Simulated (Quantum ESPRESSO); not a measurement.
# TePb (Fm-3m) in Quantum ESPRESSO: notebook, part 3 of 3

Quantum ESPRESSO 7.5.

### Step 4. Phonons, WC

Input file pw.in:

```
&CONTROL
  calculation = 'scf'
  prefix = 'pwscf'
  outdir = './tmp'
  pseudo_dir = './pseudo'
  tprnfor = .true.
  tstress = .true.
  disk_io = 'low'
/
&SYSTEM
  ibrav = 0
  A = 4.56932402
  nat = 2
  ntyp = 2
  ecutwfc = 45
  ecutrho = 360
  nbnd = 16
  input_dft = 'wc'
  occupations = 'smearing'
  smearing = 'fd'
  degauss = 0.00367493
/
&ELECTRONS
  conv_thr = 4d-10
  electron_maxstep = 120
  mixing_beta = 0.5
/
ATOMIC_SPECIES
Pb   207.2000 pb_pbe_v1.uspp.F.UPF
Te   127.6000 te_pbe_v1.uspp.F.UPF
CELL_PARAMETERS alat
   0.0000000000    0.7071067812    0.7071067812
   0.7071067812    0.0000000000    0.7071067812
   0.7071067812    0.7071067812    0.0000000000
ATOMIC_POSITIONS alat
Pb     0.0000000000    0.0000000000    0.0000000000
Te     0.7071067812    0.7071067812    0.7071067812
K_POINTS automatic
6 6 6 1 1 1
```

Input file relax.in:

```
&CONTROL
  calculation = 'vc-relax'
  prefix = 'pwscf'
  outdir = './tmp'
  pseudo_dir = './pseudo'
  tprnfor = .true.
  tstress = .true.
  disk_io = 'low'
  nstep = 40
  forc_conv_thr = 0.0001
  etot_conv_thr = 1d-06
/
&SYSTEM
  ibrav = 0
  A = 4.56932402
  nat = 2
  ntyp = 2
  ecutwfc = 45
  ecutrho = 360
  nbnd = 16
  input_dft = 'wc'
  occupations = 'smearing'
  smearing = 'fd'
  degauss = 0.00367493
/
&ELECTRONS
  conv_thr = 4d-10
  electron_maxstep = 120
  mixing_beta = 0.5
/
&IONS
  ion_dynamics = 'bfgs'
/
&CELL
  cell_dynamics = 'bfgs'
  press = 0
  press_conv_thr = 0.2
/
ATOMIC_SPECIES
Pb   207.2000 pb_pbe_v1.uspp.F.UPF
Te   127.6000 te_pbe_v1.uspp.F.UPF
CELL_PARAMETERS alat
   0.0000000000    0.7071067812    0.7071067812
   0.7071067812    0.0000000000    0.7071067812
   0.7071067812    0.7071067812    0.0000000000
ATOMIC_POSITIONS alat
Pb     0.0000000000    0.0000000000    0.0000000000
Te     0.7071067812    0.7071067812    0.7071067812
K_POINTS automatic
6 6 6 1 1 1
```

Input file gamma.in:

```
&CONTROL
  calculation = 'bands'
  prefix = 'pwscf'
  outdir = './tmp'
  pseudo_dir = './pseudo'
  disk_io = 'low'
  verbosity = 'high'
/
&SYSTEM
  ibrav = 0
  A = 4.55371495
  nat = 2
  ntyp = 2
  ecutwfc = 45
  ecutrho = 360
  nbnd = 16
  input_dft = 'wc'
  occupations = 'smearing'
  smearing = 'fd'
  degauss = 0.00367493
/
&ELECTRONS
  conv_thr = 1d-08
  electron_maxstep = 120
  mixing_beta = 0.5
  diago_full_acc = .true.
  startingwfc = 'random'
/
ATOMIC_SPECIES
Pb   207.2000 pb_pbe_v1.uspp.F.UPF
Te   127.6000 te_pbe_v1.uspp.F.UPF
CELL_PARAMETERS alat
   0.0000000000    0.7071067806    0.7071067806
   0.7071067806    0.0000000000    0.7071067806
   0.7071067806    0.7071067806    0.0000000000
ATOMIC_POSITIONS alat
Pb     0.0000000000    0.0000000000    0.0000000000
Te     0.7071067806    0.7071067806    0.7071067806
K_POINTS crystal
1
0.0 0.0 0.0 1
```

Input file scf2.in:

```
&CONTROL
  calculation = 'scf'
  prefix = 'pwscf'
  outdir = './tmp'
  pseudo_dir = './pseudo'
  tprnfor = .true.
  tstress = .true.
  disk_io = 'low'
/
&SYSTEM
  ibrav = 0
  A = 4.55371495
  nat = 2
  ntyp = 2
  ecutwfc = 45
  ecutrho = 360
  nbnd = 16
  input_dft = 'wc'
  occupations = 'fixed'
/
&ELECTRONS
  conv_thr = 1d-13
  electron_maxstep = 120
  mixing_beta = 0.5
  startingpot = 'file'
/
ATOMIC_SPECIES
Pb   207.2000 pb_pbe_v1.uspp.F.UPF
Te   127.6000 te_pbe_v1.uspp.F.UPF
CELL_PARAMETERS alat
   0.0000000000    0.7071067806    0.7071067806
   0.7071067806    0.0000000000    0.7071067806
   0.7071067806    0.7071067806    0.0000000000
ATOMIC_POSITIONS alat
Pb     0.0000000000    0.0000000000    0.0000000000
Te     0.7071067806    0.7071067806    0.7071067806
K_POINTS automatic
6 6 6 1 1 1
```

Input file ph.in:

```
phonons of TePb
&INPUTPH
  prefix = 'pwscf'
  outdir = './tmp'
  tr2_ph = 1d-18
  fildyn = 'dyn'
  niter_ph = 90
  alpha_mix(1) = 0.7
  epsil = .true.
/
0.0000000000 0.0000000000 0.0000000000
```

Input file dynmat.in:

```
&INPUT
  fildyn = 'dyn'
  asr = 'crystal'
  lperm = .true.
  filout = 'dynmat.disp'
  fileig = 'dynmat.eig'
/
```

Input file dynmat_lo.in:

```
&INPUT
  fildyn = 'dyn'
  asr = 'crystal'
  filout = 'dynmat_lo.disp'
  fileig = 'dynmat_lo.eig'
  q(1) = 0
  q(2) = 0
  q(3) = 1
/
```

Potentials or basis: GBRV 1.5 PBE.

Command:

```console
$ OMP_NUM_THREADS=1 mpirun -n 4 pw.x -nk 4 -in pw.in > pw.out
$ OMP_NUM_THREADS=1 mpirun -n 4 pw.x -nk 4 -in relax.in > relax.out
$ OMP_NUM_THREADS=1 mpirun -n 4 pw.x -in gamma.in > gamma.out
$ OMP_NUM_THREADS=1 mpirun -n 4 pw.x -nk 4 -in scf2.in > scf2.out
$ OMP_NUM_THREADS=1 mpirun -n 4 ph.x -nk 4 -in ph.in > ph.out
$ OMP_NUM_THREADS=1 mpirun -n 1 dynmat.x -in dynmat.in > dynmat.out
$ OMP_NUM_THREADS=1 mpirun -n 1 dynmat.x -in dynmat_lo.in > dynmat_lo.out
```

pw.out:

```text
This program is part of the open-source Quantum ESPRESSO suite
     for quantum simulation of materials; please cite
         "P. Giannozzi et al., J. Phys.:Condens. Matter 21 395502 (2009);
         "P. Giannozzi et al., J. Phys.:Condens. Matter 29 465901 (2017);
         "P. Giannozzi et al., J. Chem. Phys. 152 154105 (2020);
     in publications or presentations arising from this work. More details at

     IMPORTANT: XC functional enforced from input :
     Exchange-correlation= WC
                           (   1   4  11   4   0   0   0)
     Any further DFT definition will be discarded
     Please, verify this is what you really want

     Message from routine setup:
     using ibrav=0 with symmetry is DISCOURAGED, use correct ibrav instead

     K-points division:     npool     =       4
     Subspace diagonalization in iterative solution of the eigenvalue problem:
     a serial algorithm will be used

     G-vector sticks info
     --------------------
     sticks:   dense  smooth     PW     G-vecs:    dense   smooth      PW
     Sum        1843     925    283                52345    18499    3119

     Using Slab Decomposition

     bravais-lattice index     =            0
     lattice parameter (alat)  =       8.6348  a.u.
     unit-cell volume          =     455.2369 (a.u.)^3
     number of atoms/cell      =            2
     number of atomic types    =            2
     number of electrons       =        20.00
     number of Kohn-Sham states=           16
     kinetic-energy cutoff     =      45.0000  Ry
     charge density cutoff     =     360.0000  Ry
     scf convergence threshold =      4.0E-10
     mixing beta               =       0.5000
     number of iterations used =            8  plain     mixing
[... 168 lines left out ...]
     iteration #  8     ecut=    45.00 Ry     beta= 0.50
     Davidson diagonalization with overlap
     ethr =  2.42E-11,  avg # of iterations =  2.6

     negative rho (up, down):  1.527E-02 0.000E+00

     End of self-consistent calculation

          k = 0.0589 0.0589 0.0589 (  2307 PWs)   bands (ev):

    -9.3253  -9.3253  -9.3123  -9.3115  -9.3115  -4.6566   1.4941   5.9954
     5.9954   6.0920  11.0015  11.1131  11.1131  12.9201  13.1526  13.1526
[... 73 lines left out ...]
    -9.3839  -9.3214  -9.3145  -9.2870  -9.2865  -3.0382  -0.1266   2.9400
     4.5825   4.6179  10.6238  12.4858  12.5440  13.6847  15.4740  17.6853

          k =-0.5303 0.1768-0.0589 (  2328 PWs)   bands (ev):

    -9.3673  -9.3210  -9.3159  -9.2934  -9.2900  -3.2372  -0.4181   3.9393
     4.4606   5.5891  10.5240  11.3052  12.0560  12.5896  15.4758  16.5575

          k =-0.4125 0.0589 0.0589 (  2324 PWs)   bands (ev):
[... 51 lines left out ...]
    -9.3469  -9.3340  -9.3070  -9.2977  -9.2941  -3.1599  -1.1263   4.7087
     5.9482   6.3403   9.0623   9.2410  10.8841  14.5412  15.3105  15.4810

     the Fermi energy is     7.7040 ev

!    total energy              =    -190.48272713 Ry
     estimated scf accuracy    <          1.4E-10 Ry
     smearing contrib. (-TS)   =      -0.00000012 Ry
     internal energy E=F+TS    =    -190.48272700 Ry

     The total energy is F=E-TS. E is the sum of the following terms:
     one-electron contribution =     -45.89101046 Ry
     hartree contribution      =      35.07631768 Ry
     xc contribution           =     -77.56982413 Ry
     ewald contribution        =    -102.09821009 Ry

     convergence has been achieved in   8 iterations

     negative rho (up, down):  1.527E-02 0.000E+00

     Forces acting on atoms (cartesian axes, Ry/au):

     atom    1 type  1   force =     0.00000000    0.00000000    0.00000000
     atom    2 type  2   force =     0.00000000    0.00000000   -0.00000000

     Total force =     0.000000     Total SCF correction =     0.000000

     Computing stress (Cartesian axis) and pressure

     negative rho (up, down):  1.527E-02 0.000E+00
          total   stress  (Ry/bohr**3)                   (kbar)     P=       -4.57
  -0.00003104  -0.00000000  -0.00000000           -4.57       -0.00       -0.00
  -0.00000000  -0.00003104  -0.00000000           -0.00       -4.57       -0.00
  -0.00000000  -0.00000000  -0.00003104           -0.00       -0.00       -4.57

=------------------------------------------------------------------------------=
   JOB DONE.
=------------------------------------------------------------------------------=
```

relax.out:

```text
This program is part of the open-source Quantum ESPRESSO suite
     for quantum simulation of materials; please cite
         "P. Giannozzi et al., J. Phys.:Condens. Matter 21 395502 (2009);
         "P. Giannozzi et al., J. Phys.:Condens. Matter 29 465901 (2017);
         "P. Giannozzi et al., J. Chem. Phys. 152 154105 (2020);
[... 1815 lines left out ...]
   0.00000000   0.00000002   0.00000000            0.00        0.00        0.00
   0.00000000   0.00000000   0.00000002            0.00        0.00        0.00

=------------------------------------------------------------------------------=
   JOB DONE.
=------------------------------------------------------------------------------=
```

gamma.out:

```text
This program is part of the open-source Quantum ESPRESSO suite
     for quantum simulation of materials; please cite
         "P. Giannozzi et al., J. Phys.:Condens. Matter 21 395502 (2009);
         "P. Giannozzi et al., J. Phys.:Condens. Matter 29 465901 (2017);
         "P. Giannozzi et al., J. Chem. Phys. 152 154105 (2020);
     in publications or presentations arising from this work. More details at
[... 603 lines left out ...]

    -9.1900  -9.1900  -9.1770  -9.1770  -9.1770  -4.6505   1.8756   6.0921
     6.0921   6.0921  11.6012  11.6012  11.6012  13.1379  13.1379  13.1379

=------------------------------------------------------------------------------=
   JOB DONE.
=------------------------------------------------------------------------------=
```

It took 3.1 min on 4 MPI ranks of Arm Neoverse V2, shared host; peak memory 0.64 GiB.

What came out:

```
Free energy                                             : -2591.6503 eV
Relaxed volume                                          : 33.39 Å³/atom
Relaxed cell                                            : a = 4.554 Å, b = 4.554 Å, c = 4.554 Å, α = 60.00°, β = 60.00°, γ = 60.00°
Space group after relaxing (to 0.05 Å)                  : Fm-3m (No. 225)
Pressure after relaxing                                 : 0.0 GPa
Electronic dielectric tensor (diagonal)                 : 31.62
Born charges (mean of the diagonal)                     : Pb +5.90; Te -5.88 e
Highest phonon frequency at Γ, LO-TO splitting left out : 46 cm⁻¹
Static dielectric tensor (diagonal)                     : 181.63
```

Step by step:
| step | energy change (eV) | largest force (eV/Å) | pressure (GPa) | volume (Å³) |
| --- | --- | --- | --- | --- |
| 1 | 0.0000 | 0.0000 | -0.46 | 67.46 |
| 2 | -0.0004 | 0.0000 | -0.35 | 67.30 |
| 3 | -0.0008 | 0.0000 | -0.20 | 67.07 |
| 4 | -0.0010 | 0.0000 | 0.01 | 66.76 |
| 5 | -0.0010 | 0.0000 | 0.00 | 66.77 |

Final structure:
```cif
data_structure
_symmetry_space_group_name_H-M 'P 1'
_symmetry_Int_Tables_number 1
_cell_length_a 4.5537
_cell_length_b 4.5537
_cell_length_c 4.5537
_cell_angle_alpha 60.000
_cell_angle_beta 60.000
_cell_angle_gamma 60.000
_cell_volume 66.77
loop_
_atom_site_label
_atom_site_type_symbol
_atom_site_fract_x
_atom_site_fract_y
_atom_site_fract_z
_atom_site_occupancy
Pb1 Pb 0.00000 0.00000 0.00000 1
Te1 Te 0.50000 0.50000 0.50000 1
```

Phonon frequencies in cm⁻¹ (negative: imaginary):
```
              q point        frequencies
(0.000, 0.000, 0.000)  -1 -1 -1 46 46 46
```

Electronic dielectric tensor:
```
31.62  0.00  0.00
 0.00 31.62  0.00
 0.00  0.00 31.62
```

Born effective charge tensors (e):
atom 1, Pb
```
5.90 0.00 0.00
0.00 5.90 0.00
0.00 0.00 5.90
```
atom 2, Te
```
-5.88  0.00  0.00
 0.00 -5.88  0.00
 0.00  0.00 -5.88
```

Optical modes at Γ, degenerate ones joined, polar ones without the macroscopic field:
| cm⁻¹ | components | symmetry | active in | IR intensity, summed ((D/Å)²/amu) |
| --- | --- | --- | --- | --- |
| 46 | 3 | T1u | IR | 30.37 |

Zone-centre frequencies without and with the macroscopic field along z (cm⁻¹):
```
                optical modes in rising order
       without                       46 46 46
with the field                      46 46 111
```

Static dielectric tensor, electrons and zone-centre modes:
```
181.63   0.00   0.00
  0.00 181.63   0.00
  0.00   0.00 181.63
```

Caveat: the potentials were made for another functional, which shifts forces and pressure. The run has no spin-orbit coupling, so splittings on Pb, Te are missing.

### Step 5. The runs side by side

| level | potentials or basis | form of the LDA correlation | pressure (GPa) |
| --- | --- | --- | --- |
| LDA | GBRV 1.5 LDA | PZ81 | 0.0 |
| PBE | GBRV 1.5 PBE | - | 0.0 |
| WC | GBRV 1.5 PBE | - | 0.0 |

Alike in all rows: task phonons; no spin polarisation; cell relaxed; k mesh 6 × 6 × 6, shifted; cutoff (eV) 612; smearing fermi-dirac 0.05 eV.

Caveats: the potentials were made for another functional, which shifts forces and pressure (some runs).

Absolute energies hang on the potentials; compare differences alone.

### Step 6. Comparison with measurements

Step 2. Against the measured high-frequency dielectric constant of TePb, 36.9 (77 K; a printed reference work, monograph), the calculated 34.20 is off by -7.3 %. 2 values of this kind are on record (32.8 to 36.9); this one was drawn at random.

Step 3. Against the measured high-frequency dielectric constant of TePb, 36.9 (77 K; a printed reference work, monograph), the calculated 27.06 is off by -26.7 %. 2 values of this kind are on record (32.8 to 36.9); this one was drawn at random.

Step 4. Measured high-frequency dielectric constant of TePb: 36.9 (77 K; a printed reference work, monograph). This calculation gives 31.62 (-14.3 %). 2 values of this kind are on record (32.8 to 36.9); this one was drawn at random.
